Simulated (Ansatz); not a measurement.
# GaN (P6_3mc) in Ansatz: a series of runs

One crystal, GaN, is run at these levels: r2SCAN0, wPBEh, PBE, PBEsol+D4, rPW86-PBE+rVV10; tasks: relaxation of cell and atoms.

Program: Ansatz 0.2.0. These are calculated values, not measurements. Logs are shortened: lines on timing, memory, paths and dates and some standing lists are left out, and cuts for length are marked.

## 1. The structure

It takes space group P6_3mc (No. 186, hexagonal). The conventional cell has a = 3.180 Å, b = 3.180 Å, c = 5.166 Å, α = 90.00°, β = 90.00°, γ = 120.00°. Ga (site symmetry 3m) is surrounded by 4 N at 1.94 to 1.95 Å. N (site symmetry 3m) has 4 Ga at 1.94 to 1.95 Å as nearest neighbours.

## 2. Relaxation of cell and atoms, r2SCAN0

Contents of input.yaml:

```yaml
crystal:
  lattice:
    - [3.18, 0.0, 0.0]
    - [-1.59, 2.753960784, 0.0]
    - [0.0, 0.0, 5.166]
  atoms:
    - { symbol: Ga, position: [0.6666666667, 0.3333333333, 0.5] }
    - { symbol: Ga, position: [0.3333333333, 0.6666666667, 0.0] }
    - { symbol: "N", position: [0.6666666667, 0.3333333333, 0.875] }
    - { symbol: "N", position: [0.3333333333, 0.6666666667, 0.375] }
hamiltonian:
  xc: r2scan0
  pseudopotentials: { kind: paw }
kpoints:
  mp_grid: { grid: [5, 5, 3] }
scf:
  occupations: { method: fermi_dirac, width: 0.05 }
output:
  forces: true
  stress: true
relax:
  f_tol: 0.01
  max_steps: 40
  cell: { stress_tol: 0.05 }
```

Potentials or basis: Ansatz PAW.

Launch:

```bash
> ansatz run input.yaml --threads 2 --pin off --max-ram 5632MiB --backend cpu --events-out ev --progress --plain --runs-dir out
```

Log:

```text
Warning: RAYON_NUM_THREADS=2 ignored (pool sized by the plan → 2); use --threads N
Engine: ansatz 0.2.0, x86_64-unknown-linux-gnu
Pseudopotentials: kind: paw
Pseudopotential: Ga, paw, valence charge 13, recommended cutoff 500 eV (meta_gga), Ga.paw.azcp
Pseudopotential: N, paw, valence charge 5, recommended cutoff 500 eV (meta_gga), N.paw.azcp
Functional definition: r2SCAN0
  parameter a = 0.25
  parameter k0 = 0.174
  parameter k1 = 0.065
  parameter a1 = 4.9479
  exchange = (1 - a)*r2scan_x(k0 = k0, k1 = k1, a1 = a1) + a*exact_x
  correlation = r2scan_c
Crystal: 4 atoms, lattice volume = 45.242 Å³
Basis set: ecut = 500 eV, 1129 PW (Γ), exchange–correlation on 96×96×160 points (64 copies of the dense FFT grid, shifted against one another)
Bands: 22, of which v1, the nominal top of the filled ones, is band 18 counted from 1 (17 counted from 0)
Symmetry: 12 space group operations
Space group: P63mc (ITA 186), of the structure as read, at distance tolerance 3.6e-5 Å
k-points: 10 of 75 (time reversal used)
Non-local potential: Ga, projectors of the file, l = 0: 2, l = 1: 2, l = 2: 3, l = 3: 1
Non-local potential: N, projectors of the file, l = 0: 2, l = 1: 2, l = 2: 1
PAW form: soft (Blöchl's): semilocal exchange-correlation on the pseudo side does not see the compensation charge
PAW frozen core: Ga, regenerated for the run's functional, and the local potential with it (the file was generated under x = pbe(κ = 0.804, μ = 0.2195149727645171), c = pbe(β = 0.06672455060314922))
PAW frozen core: N, regenerated for the run's functional, and the local potential with it (the file was generated under x = pbe(κ = 0.804, μ = 0.2195149727645171), c = pbe(β = 0.06672455060314922))
PAW one-centre angular grid: Ga, 590 points (default); XC on 160 Gauss nodes
PAW one-centre angular grid: N, 302 points (default); XC on 160 Gauss nodes
Initial density: superposition of atomic densities (neutral atoms: chi_scale 0, normalization atom), corrected by the library's trained network
Initial wavefunctions: pseudopotential atomic-orbital guess
Functional: x = r2scan, c = r2scan; τ floored in thin density (d = 2e-4 eV/Å³), warm-up for x = 0.75 r2scan + 0.25 exact, c = r2scan; τ floored in thin density (d = 2e-4 eV/Å³)
SCF iter   1: F=—  HF=-8352.702109 eV  |F-HF|=—  |Δ(HF+E_count)|=         —  Δρ=1.31e-2  dr2=2.98e-2  dr2_τ=1.97e-1  ethr=1.77e-3  ⟨swp⟩=6.0  Hψ=928  notcnv=0
preconditioner: auto → none  [insulator: Δε(μ)=2.345 eV  Ē_g=17.695 eV  σ=0.050 eV  W_gap=1.00  n_scr=22 (ndim 8)  ℏωp=33.1 eV  f_vac=0.008  D(μ)=0.00/eV (n_scr^D=0)]
SCF iter   2: F=—  HF=-8352.765180 eV  |F-HF|=—  |Δ(HF+E_count)|=   6.31e-2  Δρ=4.69e-3  dr2=6.34e-3  dr2_τ=2.46e-4  ethr=8.29e-5  ⟨swp⟩=4.6  Hψ=791  notcnv=0
SCF iter   3: F=—  HF=-8352.765063 eV  |F-HF|=—  |Δ(HF+E_count)|=   1.17e-4  Δρ=3.25e-3  dr2=1.53e-3  dr2_τ=1.16e-4  ethr=1.76e-5  ⟨swp⟩=3.3  Hψ=590  notcnv=0
SCF iter   4: F=—  HF=-8352.765299 eV  |F-HF|=—  |Δ(HF+E_count)|=   2.37e-4  Δρ=1.29e-3  dr2=4.98e-4  dr2_τ=6.27e-5  ethr=4.26e-6  ⟨swp⟩=3.0  Hψ=468  notcnv=0
iter 5 solved again at ethr=7.85e-9 eV; its pass at ethr=1.38e-6 eV (dr2=2.83e-6 eV) is discarded
SCF iter   5: F=—  HF=-8352.765242 eV  |F-HF|=—  |Δ(HF+E_count)|=   5.73e-5  Δρ=1.17e-4  dr2=3.23e-6  dr2_τ=5.74e-7  ethr=7.85e-9  ⟨swp⟩=4.1  Hψ=1172  notcnv=0
SCF iter   6: F=—  HF=-8352.765243 eV  |F-HF|=—  |Δ(HF+E_count)|=   1.12e-6  Δρ=1.08e-4  dr2=4.83e-6  dr2_τ=2.42e-7  ethr=7.85e-9  ⟨swp⟩=3.9  Hψ=592  notcnv=0
SCF iter   7: F=—  HF=-8352.765242 eV  |F-HF|=—  |Δ(HF+E_count)|=   6.62e-7  Δρ=4.53e-5  dr2=9.18e-7  dr2_τ=1.31e-8  ethr=7.85e-9  ⟨swp⟩=3.0  Hψ=448  notcnv=0
SCF iter   8: F=—  HF=-8352.765242 eV  |F-HF|=—  |Δ(HF+E_count)|=   1.62e-7  Δρ=1.02e-5  dr2=3.90e-8  dr2_τ=3.95e-10  ethr=2.55e-9  ⟨swp⟩=3.0  Hψ=456  notcnv=0
SCF iter   9: F=—  HF=-8352.765242 eV  |F-HF|=—  |Δ(HF+E_count)|=  4.17e-10  Δρ=1.60e-6  dr2=5.64e-10  dr2_τ=4.07e-11  ethr=1.08e-10  ⟨swp⟩=4.0  Hψ=598  notcnv=0
SCF iter  10: F=—  HF=-8352.765242 eV  |F-HF|=—  |Δ(HF+E_count)|=  1.42e-10  Δρ=6.60e-7  dr2=1.22e-10  dr2_τ=9.16e-12  ethr=1.57e-12  ⟨swp⟩=3.5  Hψ=489  notcnv=0
SCF iter  11: F=-8352.765242 eV  HF=-8352.765242 eV  |F-HF|=1.82e-12  |Δ(HF+E_count)|=  6.00e-11  Δρ=1.23e-7  dr2=3.98e-12  dr2_τ=9.26e-13  ethr=1.00e-12  ⟨swp⟩=2.3  Hψ=403  notcnv=0
SCF 1 converged in 11 iterations: F = -8352.765242 eV  dr2 = 3.98e-12
Initial density: handed on by an earlier stage of this run
Initial wavefunctions: those handed on with the density
Functional: x = 0.75 r2scan + 0.25 exact, c = r2scan; τ floored in thin density (d = 2e-4 eV/Å³)
Frozen-core exchange: fock
iter 1 solved again at ethr=3.63e-5 eV; its pass at ethr=1.00e-1 eV (dr2=1.31e-2 eV) is discarded
SCF iter   1: F=—  HF=-8350.040756 eV  |F-HF|=—  |Δ(HF+E_count)|=         —  Δρ=1.16e-2  dr2=2.44e-2  dr2_τ=1.77e-4  ethr=3.63e-5  ⟨swp⟩=4.9  Hψ=1315  notcnv=0
eigensolver tolerance schedule calibrated: the retry pair's looser diagonalisation under-reported the residual by θ = 0.41 (0.12/decade); ethr = c·dr2/N_el runs at the constant in force after the calibration composes with the one it found (an armed cap, an earlier calibration), c = 7.0e-2
[... 159 lines left out ...]
SCF 15 converged in 4 iterations: F = -8350.049133 eV  dr2 = 1.18e-11
  Residual-converged pass: ⟨swp⟩=3.3  Hψ=588  notcnv=0  max |occ|·‖R‖ = 1.3e-7 eV (tolerance 1.3e-7 eV)  dr2=1.22e-11  dr2_τ=1.75e-13  dr2_onsite=2.60e-12  max |Δocc| = 0.0e0
hybrid outer 2: dexx = +3.266e-9 eV, tail = 1.31e-10 eV, Δε = 7.63e-5 eV (about 3.21e-6 eV left of the loop's levels), ΔF = 9.83e-4 eV/Å (tail 1.91e-4)
relax step   5: F+E_penalty+E_count = -8350.04913304 eV  Δ(F+E_penalty+E_count) = -1.008e-6 eV  max|allowed force component| = 1.557e-4 eV/Å  Δτ_max = 0.0002 Å  P = +0.000 GPa  Ω = 44.680 Å³  energy of the carried Pulay correction = +4.605e-4 eV  (11 SCF iters, accepted)
Frozen-core exchange: fock
iter 1 solved again at ethr=1.95e-10 eV; its pass at ethr=1.00e-1 eV (dr2=7.00e-8 eV) is discarded
SCF iter   1: F=—  HF=-8350.048620 eV  |F-HF|=—  |Δ(HF+E_count)|=         —  Δρ=2.60e-5  dr2=4.26e-8  dr2_τ=1.43e-7  ethr=1.95e-10  ⟨swp⟩=19.7  Hψ=1830  notcnv=12  reapply=4
preconditioner: auto → none  [insulator: Δε(μ)=5.109 eV  Ē_g=21.765 eV  σ=0.050 eV  W_gap=1.00  n_scr=22 (ndim 8)  ℏωp=33.3 eV  f_vac=0.011  D(μ)=0.00/eV (n_scr^D=0)]
SCF iter   2: F=—  HF=-8350.048619 eV  |F-HF|=—  |Δ(HF+E_count)|=   3.69e-7  Δρ=2.52e-5  dr2=1.19e-7  dr2_τ=8.44e-9  ethr=1.08e-10  ⟨swp⟩=4.0  Hψ=766  notcnv=0
SCF iter   3: F=—  HF=-8350.048619 eV  |F-HF|=—  |Δ(HF+E_count)|=   1.77e-9  Δρ=7.67e-6  dr2=1.19e-8  dr2_τ=2.54e-9  ethr=1.08e-10  ⟨swp⟩=4.0  Hψ=641  notcnv=0
SCF iter   4: F=—  HF=-8350.048619 eV  |F-HF|=—  |Δ(HF+E_count)|=   1.88e-9  Δρ=1.72e-6  dr2=2.31e-8  dr2_τ=3.01e-10  ethr=2.24e-11  ⟨swp⟩=3.0  Hψ=578  notcnv=0
SCF iter   5: F=—  HF=-8350.048623 eV  |F-HF|=—  |Δ(HF+E_count)|=   3.74e-6  Δρ=1.92e-5  dr2=6.98e-8  dr2_τ=1.73e-9  ethr=2.95e-12  ⟨swp⟩=6.0  Hψ=1024  notcnv=0  defer=24  reapply=1
SCF iter   6: F=-8350.048623 eV  HF=-8350.048623 eV  |F-HF|=1.09e-10  |Δ(HF+E_count)|=   1.81e-7  Δρ=1.20e-6  dr2=3.57e-10  dr2_τ=2.39e-11  ethr=2.95e-12  ⟨swp⟩=5.5  Hψ=896  notcnv=0  defer=6
SCF 16 stopped early in 6 iterations: F = -8350.048623 eV  dr2 = 3.57e-10
  Residual-converged pass: ⟨swp⟩=2.0  Hψ=383  notcnv=0  max |occ|·‖R‖ = 7.5e-7 eV (tolerance 7.8e-7 eV)  dr2=3.58e-10  dr2_τ=2.39e-11  dr2_onsite=5.74e-11  max |Δocc| = 0.0e0
hybrid outer 1: dexx = +3.896e-6 eV, tail = 1.67e-8 eV
Frozen-core exchange: fock
SCF iter   1: F=—  HF=-8350.048623 eV  |F-HF|=—  |Δ(HF+E_count)|=         —  Δρ=2.31e-6  dr2=1.22e-9  dr2_τ=8.05e-11  ethr=2.32e-10  ⟨swp⟩=12.2  Hψ=676  notcnv=0
preconditioner: auto → none  [insulator: Δε(μ)=4.353 eV  Ē_g=21.104 eV  σ=0.050 eV  W_gap=1.00  n_scr=22 (ndim 8)  ℏωp=33.3 eV  f_vac=0.011  D(μ)=0.00/eV (n_scr^D=0)]
iter 2 solved again at ethr=1.00e-12 eV; its pass at ethr=2.94e-12 eV (dr2=2.74e-11 eV) is discarded
SCF iter   2: F=—  HF=-8350.048623 eV  |F-HF|=—  |Δ(HF+E_count)|=  4.84e-10  Δρ=4.03e-7  dr2=5.55e-11  dr2_τ=2.35e-12  ethr=1.00e-12  ⟨swp⟩=2.0  Hψ=1091  notcnv=0
SCF iter   3: F=-8350.048623 eV  HF=-8350.048623 eV  |F-HF|=2.55e-11  |Δ(HF+E_count)|=  2.04e-10  Δρ=2.52e-7  dr2=2.79e-11  dr2_τ=2.02e-12  ethr=1.00e-12  ⟨swp⟩=4.0  Hψ=472  notcnv=0
SCF 17 converged in 3 iterations: F = -8350.048623 eV  dr2 = 2.79e-11
  Residual-converged pass: ⟨swp⟩=3.2  Hψ=554  notcnv=0  max |occ|·‖R‖ = 1.3e-7 eV (tolerance 1.3e-7 eV)  dr2=2.98e-11  dr2_τ=2.14e-12  dr2_onsite=9.66e-12  max |Δocc| = 0.0e0
hybrid outer 2: dexx = +2.917e-10 eV, tail = 8.52e-11 eV, Δε = 1.78e-5 eV (about 1.82e-6 eV left of the loop's levels), ΔF = 4.34e-6 eV/Å (tail 2.26e-5)
relax step   6: F+E_penalty+E_count = -8350.04862299 eV  Δ(F+E_penalty+E_count) = +5.100e-4 eV  max|allowed force component| = 7.564e-5 eV/Å  Δτ_max = 0.0000 Å  P = -0.003 GPa  Ω = 44.680 Å³  stress off target by 4.07e-3 GPa  SCF on the basis re-selected at this cell (its energy is not comparable with the rows above)  (9 SCF iters)
basis re-selected at this cell: Δ(F+E_penalty+E_count) = +5.100e-4 eV, ΔP = -0.004 GPa vs the last step (what re-selecting the basis moved, of the pressure what is left beyond the Pulay correction that the steps carried, after the strain that the cell walked since its last selection, with what the two solves' SCF thresholds leave and, on support functions, any second-order correction that the steps lacked; it is no measure of the basis error at this ecutwfc). This SCF's stress stands 4.07e-3 GPa from its target on what of the cell is left free (relax.cell.stress_tol is 5.00e-2 GPa) and its largest allowed force component is 7.56e-5 eV/Å (relax.f_tol is 1.00e-2 eV/Å): within both
hybrid SCF converged: 2 outer / 9 inner (+0 warm-up), last move |dexx| = 2.92e-10 eV, tail = 8.52e-11 eV
Stability not checked: this state was not tested for a lower state beside it, because the functional holds exact exchange (a hybrid, or Hartree-Fock), whose exchange loop this test does not read (fock_operator; see scf.lower_state_search)
Free energy (F): -8350.048623 eV
Frozen-core exchange: fock
Harris-Foulkes:  -8350.048623 eV  (|F-HF|=2.55e-11)
Internal energy: -8350.048623 eV  (E = F + TS)
E sigma→0 (E₀):  -8350.048623 eV
Fermi energy:    10.839481 eV
--- Per-component energies (eV) ---
  E_band       = -111.318984
  E_kinetic    = 495.297507
  E_local      = -3881.860676  (includes V_loc(G=0)·N_el)
  E_nonlocal   = 954.025006
  E_hartree    = 1799.669233
  E_xc         = -189.052451
  E_vxc        = -218.683502  (∫ρ·V_xc dr)
  E_exx        = -139.492696  (= α·E_x^exact, valence–valence)
  E_paw        = -4190.707811  (= ΣΔE_a)
  E_vpaw       = -790.278737  (= ΣTr[D̂ρ^β])
  E_aug_tail   = -0.000043  (compensation charges beyond the density's cutoff)
  E_vtau       = 9.828360  (kinetic-family band-sum trace: ∫τ·v_τ [+ j·A + Jᵃ·Aᵃ] dr)
  E_ewald      = -3197.074632
  E_core_change = -0.852058  (= ΣΔE_core)
  E_smearing   = -0.000000  (= −TS)
  E_closure    = -0.000002  (closes the sum)
  Σ components = -8350.048623   (vs F -8350.048623, Δ=0.00e0)
--- Forces (eV/Å), atoms counted from 1 ---
  atom   1  Ga     0.00000000     0.00000000    -0.00008562
  atom   2  Ga     0.00000000    -0.00000000    -0.00008562
  atom   3  N     -0.00000000     0.00000000     0.00006567
  atom   4  N     -0.00000000    -0.00000000     0.00006567
  max |Σ_I F_I| component: 3.99e-5 eV/Å
--- Stress (GPa, compression-positive) ---
       -0.004074       0.000000      -0.000000
        0.000000      -0.004074      -0.000000
       -0.000000      -0.000000      -0.001443
  P = ⅓ Tr σ = -0.0032 GPa (-0.032 kbar)
--- Band table (eV; the first three rows and the last of 10) ---
  k-point 0: bands = ["-9.5689", "-8.8741", "-7.4061", "-7.3897", "-7.3897", "-7.3232", "-7.3232", "-7.1080", "-7.1080", "-7.0147", "-7.0147", "-5.3881", "0.8342", "7.4635", "7.4635", "8.6255", "8.6371", "8.6371", "12.9903", "15.5831"]
  k-point 1: bands = ["-9.2930", "-8.9432", "-7.3801", "-7.3801", "-7.3466", "-7.3466", "-7.2247", "-7.0784", "-7.0784", "-7.0321", "-7.0321", "-6.3210", "2.7128", "6.2211", "7.7445", "7.7445", "8.3305", "8.3305", "14.7600", "15.7359"]
  k-point 2: bands = ["-9.2509", "-8.8178", "-7.3626", "-7.3429", "-7.2776", "-7.2532", "-7.1609", "-7.1362", "-7.1041", "-7.0461", "-7.0065", "-5.0867", "1.4581", "5.0550", "6.3083", "6.6941", "8.1535", "8.2560", "14.9725", "17.2360"]
  k-point 9: bands = ["-8.7741", "-8.7456", "-7.3004", "-7.2749", "-7.2448", "-7.1822", "-7.1178", "-7.0817", "-7.0544", "-7.0445", "-5.1476", "-4.8902", "1.5938", "2.0674", "4.1446", "5.3751", "6.1865", "6.9413", "16.4902", "17.8238"]
  guard bands above this table: 2 of the run's 22 bands. The solve was not asked for them (output.publish_guard_bands: true or output.eigenvalues: true publishes all)
--- Relaxed structure (5 steps of the walk, 5 accepted, 1 SCFs on fresh bases) ---
  F+E_penalty+E_count = -8350.04862299 eV   max|allowed force component| = 7.564e-5 eV/Å   (the final SCF, on the basis selected at the relaxed cell)
  cell:  # Å, volume = 44.6799 Å³
    - [3.166354161655666, 2.524987316344905e-19, -3.350899891658449e-18]
    - [-1.583177080827833, 2.7421431413723854, 1.6754499458292234e-18]
    - [-5.443631710822649e-18, -1.8687463694611126e-33, 5.145913358081937]
  atoms:
    - { symbol: Ga, position: [0.6666666666666666, 0.3333333333333333, 0.4988474146221245] }
    - { symbol: Ga, position: [0.3333333333333333, 0.6666666666666666, -0.0011525853778754827] }
    - { symbol: N, position: [0.6666666666666666, 0.3333333333333333, 0.8761525853778757] }
    - { symbol: N, position: [0.3333333333333333, 0.6666666666666666, 0.37615258537787544] }
```

Run time: 4.1 min. Hardware: 2 threads of Intel Xeon at 2.50GHz (Skylake/Cascade Lake), shared host; peak memory 0.99 GiB.

Results:

* Free energy: -8350.0486 eV
* Relaxed volume: 11.17 Å³/atom
* Relaxed cell: a = 3.166 Å, b = 3.166 Å, c = 5.146 Å, α = 90.00°, β = 90.00°, γ = 120.00°
* Space group after relaxing (to 0.05 Å): P6_3mc (No. 186)
* Energy gained by relaxing: 1.6 meV/atom
* Ionic steps: 6
* Pressure after relaxing: 0.0 GPa
* Band gap on the k mesh: 4.35 eV, direct

Step by step:
```
step  energy change (eV)  largest force (eV/Å)  volume (Å³)
   1              0.0000                0.1587        45.24
   2             -0.0054                0.1082        44.88
   3             -0.0070                0.0312        44.65
   4             -0.0070                0.0014        44.68
   5             -0.0070                0.0002        44.68
   6             -0.0065                0.0001        44.68
```

Final structure:
```
Ga N
1.0
     3.16635    0.00000    0.00000
    -1.58318    2.74214    0.00000
     0.00000    0.00000    5.14591
Ga N
2 2
Direct
  0.66667 0.33333 0.49885
  0.33333 0.66667 0.99885
  0.66667 0.33333 0.87615
  0.33333 0.66667 0.37615
```

Levels at points of the mesh, in eV from the valence-band top:
```tsv
k point	band 16	band 17	band 18	band 19	band 20
(0.00, 0.00, 0.00)	-0.01	0.00	0.00	4.35	6.95
```

Caveat: the k mesh is coarse (spacing up to 0.46 Å⁻¹), so the values aren't converged, least of all with exact exchange; odd divisions of the mesh miss points on the zone boundary, where band edges often lie, so the gap on the mesh can be too wide; the plane-wave basis is chosen anew once the cell has moved, so the energies of steps on either side of that aren't comparable; the PAW data sets come from PBE, with cores solved anew for the run's functional, which leaves a small shift of forces and pressure.

## 3. Relaxation of cell and atoms, wPBEh

input.yaml, as its differences from that of step 2:

```diff
@@ -11,3 +11,3 @@
 hamiltonian:
-  xc: r2scan0
+  xc: wpbeh
   pseudopotentials: { kind: paw }
```

Potentials or basis: Ansatz PAW.

Launch:

```bash
> ansatz run input.yaml --threads 2 --pin off --max-ram 5632MiB --backend cpu --events-out ev --progress --plain --runs-dir out
```

Wall time 5.6 min (2 threads of Intel Xeon at 2.50GHz (Skylake/Cascade Lake), shared host); peak memory 0.83 GiB.

The run converged. Its results:

```
Free energy                            : -8337.2962 eV
Relaxed volume                         : 11.40 Å³/atom
Relaxed cell                           : a = 3.187 Å, b = 3.187 Å, c = 5.184 Å, α = 90.00°, β = 90.00°, γ = 120.00°
Space group after relaxing (to 0.05 Å) : P6_3mc (No. 186)
Energy gained by relaxing              : 0.9 meV/atom
Ionic steps                            : 5
Pressure after relaxing                : 0.0 GPa
Band gap on the k mesh                 : 3.18 eV, direct
```

The path:
| step | energy change (eV) | largest force (eV/Å) | volume (Å³) |
| --- | --- | --- | --- |
| 1 | 0.0000 | 0.1528 | 45.24 |
| 2 | -0.0018 | 0.1053 | 45.47 |
| 3 | -0.0025 | 0.0117 | 45.59 |
| 4 | -0.0026 | 0.0006 | 45.60 |
| 5 | -0.0036 | 0.0002 | 45.60 |

Final structure:
```yaml
crystal:
  lattice:
    - [3.18701, 0.00000, 0.00000]
    - [-1.59350, 2.76003, 0.00000]
    - [0.00000, 0.00000, 5.18397]
  atoms:
    - { symbol: Ga, position: [0.66667, 0.33333, 0.49894] }
    - { symbol: Ga, position: [0.33333, 0.66667, 0.99894] }
    - { symbol: N, position: [0.66667, 0.33333, 0.87606] }
    - { symbol: N, position: [0.33333, 0.66667, 0.37606] }
```

Levels at points of the mesh, in eV from the valence-band top:
```tsv
k point	band 14	band 15	band 16	band 17	band 18	band 19	band 20
(0.00, 0.00, 0.00)	-1.12	-1.12	-0.02	0.00	0.00	3.18	5.65
```

Caveat: the k mesh is coarse (spacing up to 0.46 Å⁻¹), so the values aren't converged; odd divisions of the mesh miss points on the zone boundary, where band edges often lie, so the gap on the mesh can be too wide; the plane-wave basis is chosen anew once the cell has moved, so the energies of steps on either side of that aren't comparable; the pressure holds a Pulay correction of +0.5 GPa for the finite cutoff; the PAW data sets come from PBE, with cores solved anew for the run's functional, which leaves a small shift of forces and pressure. Zero-point motion and thermal expansion aren't in these numbers.

## 4. Relaxation of cell and atoms, PBE

input.yaml, as its differences from that of step 3:

```diff
@@ -11,6 +11,6 @@
 hamiltonian:
-  xc: wpbeh
+  xc: pbe
   pseudopotentials: { kind: paw }
 kpoints:
-  mp_grid: { grid: [5, 5, 3] }
+  mp_grid: { grid: [10, 10, 5] }
 scf:
@@ -20,2 +20,6 @@
   stress: true
+  write_density: true
+  write_potential: true
+  elf: true
+  volumetric_format: npy
 relax:
```

Launch:

```bash
> ansatz run input.yaml --threads 2 --pin off --max-ram 5120MiB --backend cpu --events-out ev --progress --plain --runs-dir out
```

Run time: 63 s. Hardware: 2 threads of Intel Xeon at 2.50GHz (Skylake/Cascade Lake), shared host; peak memory 0.41 GiB.

It converged, with:

* Free energy: -8335.8373 eV
* Relaxed volume: 11.76 Å³/atom
* Relaxed cell: a = 3.218 Å, b = 3.218 Å, c = 5.243 Å, α = 90.00°, β = 90.00°, γ = 120.00°
* Space group after relaxing (to 0.05 Å): P6_3mc (No. 186)
* Energy gained by relaxing: 10.3 meV/atom
* Ionic steps: 7
* Pressure after relaxing: 0.0 GPa
* Band gap on the k mesh: 1.71 eV, direct

The path:
| step | energy change (eV) | largest force (eV/Å) | volume (Å³) |
| --- | --- | --- | --- |
| 1 | 0.0000 | 0.1370 | 45.24 |
| 2 | -0.0297 | 0.0979 | 46.27 |
| 3 | -0.0344 | 0.0458 | 46.95 |
| 4 | -0.0345 | 0.0069 | 46.98 |
| 5 | -0.0410 | 0.0066 | 46.98 |
| 6 | -0.0409 | 0.0000 | 47.03 |
| 7 | -0.0410 | 0.0001 | 47.03 |

Final structure:
```xyz
4
Lattice="3.2184 0.0000 0.0000 -1.6092 2.7872 0.0000 0.0000 0.0000 5.2431" Properties=species:S:1:pos:R:3 pbc="T T T"
Ga    1.6092    0.9291    2.6170
Ga    0.0000    1.8581   -0.0045
N     1.6092    0.9291    4.5922
N     0.0000    1.8581    1.9707
```

Levels at points of the mesh, in eV from the valence-band top:
| k point | band 15 | band 16 | band 17 | band 18 | band 19 | band 20 | band 21 | band 22 |
| --- | --- | --- | --- | --- | --- | --- | --- | --- |
| (0.00, 0.00, 0.00) | -1.00 | -0.04 | 0.00 | 0.00 | 1.71 | 4.07 | 9.02 | 9.74 |
| (0.00, -0.50, 0.00) | -4.07 | -2.64 | -2.11 | -0.96 | 4.99 | 5.37 | 5.98 | 8.35 |

Caveat: odd divisions of the mesh miss points on the zone boundary, where band edges often lie, so the gap on the mesh can be too wide; the plane-wave basis is chosen anew once the cell has moved, so the energies of steps on either side of that aren't comparable; the pressure holds a Pulay correction of +0.5 GPa for the finite cutoff.

(Continued in part 2 of 2.)
